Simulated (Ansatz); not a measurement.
Ca: pressure against volume per atom

Results calculated with Ansatz 0.2.0, not measured. Periodic Kohn-Sham DFT of a crystal at fixed atoms; pressure and stress are positive in compression; the energy is the free energy less that of spherical unpolarised free atoms; site moments are those in the method's own spheres, positive along +z.

Cell of the first row (space group Fm-3m, No. 225):
```
Ca
1.0
      0.0000     2.7376     2.7376
      2.7376     0.0000     2.7376
      2.7376     2.7376     0.0000
Ca
1
Direct
  0.00000 0.00000 0.00000
```

Settings of every row: method frozen-core PAW; functional PBE; relativity scalar; k mesh 11x11x11; filling fermi-dirac; smearing width 0.05 eV; wave cutoff 420 eV; paw set soft_2.

Atom start moment: 0 on all atoms.

| row | volume per atom (Å³) | pressure (GPa) |
| --- | --- | --- |
| 1 | 41.036 | 0.499 |
| 2 | 42.323 | ? |
| 3 | 43.632 | -0.557 |
| 4 | 44.941 | -0.991 |
| 5 | 46.25 | -1.369 |

Question: what pressure should row 2 give?

Worked fit of pressure. Take u = (V_r/V)^(2/3) − 1 with V_r = 44.287 Å³ an atom, which is twice the finite (Eulerian) strain; such expansions in the strain, on which the Birch-Murnaghan equation of state is built, carry the rest volume and the bulk modulus. The shown rows have u = 0.05214, 0.00998, -0.00973, -0.0285. Least squares give pressure = −0.7815 + 22.008 × u + 48.92 × u² GPa; a straight line predicts inner rows, each left out in turn, worse (root mean square 0.048 against 2.3e-05 GPa). All shown rows lie on it to the printed digit. The pressure vanishes at u = 0.0331, or V = 42.18 Å³ an atom, and there the bulk modulus at fixed shape and fractions is B = −V dP/dV = (2/3)(1 + u) dP/du = 17.4 GPa. The withheld row has u = 0.0307, so the fit gives −0.7815 + 22.008 × (0.0307) + 48.92 × (0.0307)² = -0.060 GPa.

The calculation gave -0.059 GPa. The fit lies 0.001 GPa (1.7 % of the value, 0.054 % of the column's range) below it, one unit of the last digit.
